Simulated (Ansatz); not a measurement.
## Structure relaxation of TiSe2

Theory: Ansatz 0.2.0, DFT r2SCAN, scalar-relativistic, plane waves, PAW.

The start is a database structure of TiSe2, space group P-3m1 (No. 164).

The final relaxation ran on this input, with the default PAW datasets:

```yaml
crystal:
  lattice:
    - [3.5565669337, 0.0, 0.0]
    - [-1.7782834669, 3.0800773149, 0.0]
    - [0.0, 0.0, 6.34762586]
  atoms:
    - { symbol: Ti, position: [0.0, 0.0, 0.0] }
    - { symbol: Se, position: [0.33333333, 0.66666667, 0.23992784] }
    - { symbol: Se, position: [0.66666667, 0.33333333, 0.76007216] }
basis:
  ecutwfc: 500
kpoints:
  mp_grid: { grid: [18, 18, 8] }
hamiltonian:
  xc: r2scan
scf:
  occupations: { method: gaussian, width: 0.1 }
output:
  forces: true
  stress: true
  eigenvalues: true
relax:
  adjacent_minimum: "off"
  f_tol: 0.01
  max_steps: 80
  cell: { stress_tol: 0.05 }
```

Launched as:

```bash
ansatz run input.yaml --threads 1 --pin off --max-ram 2560MiB --backend cpu --events-out ev --progress --plain --runs-dir out
```

Time: 4.8 min on 1 thread of Arm Neoverse V1 (shared host), peak memory 0.88 GiB.

End of the output:

```
SCF converged after 5 iterations
Free energy (F): -13464.533925 eV
Harris-Foulkes:  -13464.533925 eV  (|F-HF|=7.28e-12)
Internal energy: -13464.531961 eV  (E = F + TS)
E sigma→0 (E₀):  -13464.532943 eV
Entropy (-TS):   -0.001964 eV (-0.655 meV/atom)
Fermi energy:    8.583318 eV
--- Per-component energies (eV) ---
  E_band       = -1005.130063
  E_kinetic    = 509.563550
  E_local      = -6215.418069  (includes V_loc(G=0)·N_el)
  E_nonlocal   = -1185.512429
  E_hartree    = 2988.026155
  E_xc         = -290.762290
  E_vxc        = -345.722973  (∫ρ·V_xc dr)
  E_paw        = -4905.127561  (= ΣΔE_a)
  E_vpaw       = 236.465999  (= ΣTr[D̂ρ^β])
  E_aug_tail   = -0.000334  (compensation charges beyond the density's cutoff)
  E_vtau       = 19.441792  (kinetic-family band-sum trace: ∫τ·v_τ [+ j·A + Jᵃ·Aᵃ] dr)
  E_ewald      = -4361.517985
  E_core_change = -3.782998  (= ΣΔE_core)
  E_smearing   = -0.001964  (= −TS)
  E_closure    =  0.000000  (closes the sum)
  Σ components = -13464.533925   (vs F -13464.533925, Δ=0.00e0)
--- Forces (eV/Å), atoms counted from 1 ---
  atom   1  Ti     0.00000000     0.00000000     0.00000000
  atom   2  Se     0.00000000     0.00000000     0.00290549
  atom   3  Se     0.00000000     0.00000000    -0.00290549
  max |Σ_I F_I| component: 4.63e-18 eV/Å
--- Stress (GPa, compression-positive) ---
        0.002282       0.000000       0.000000
        0.000000       0.002282       0.000000
        0.000000       0.000000      -0.015287
  P = ⅓ Tr σ = -0.0036 GPa (-0.036 kbar)
--- Relaxed structure (4 steps of the walk, 3 accepted, 1 SCFs on fresh bases) ---
  F+E_penalty+E_count = -13464.53392497 eV   max|allowed force component| = 2.905e-3 eV/Å   (the final SCF, on the basis selected at the relaxed cell)
  cell:  # Å, volume = 69.4867 Å³
    - [3.562059, 0.000000, 0.000000]
    - [-1.781029, 3.084834, 0.000000]
    - [0.000000, 0.000000, 6.323667]
  atoms:
    - { symbol: Ti, position: [0.000000, 0.000000, 0.000000] }
    - { symbol: Se, position: [0.333333, 0.666667, 0.239895] }
    - { symbol: Se, position: [0.666667, 0.333333, 0.760105] }
```

Total energies depend on the potentials used, so only differences within one code and one set of settings carry meaning.

The result has space group P-3m1 (No. 164). Around Ti lie 6 Se at 2.56 Å; around Se lie 3 Ti at 2.56 Å.

Against the elements it lies at -1.30 eV/atom. Energies over the elements count from the elements' standard structures at the same level, with no empirical corrections.

For metals, differences of a few meV/atom aren't resolved. Weakly bound directions are ill-defined at this level, which has no dispersion term.

A structure relaxed within its symmetry needn't be a true minimum.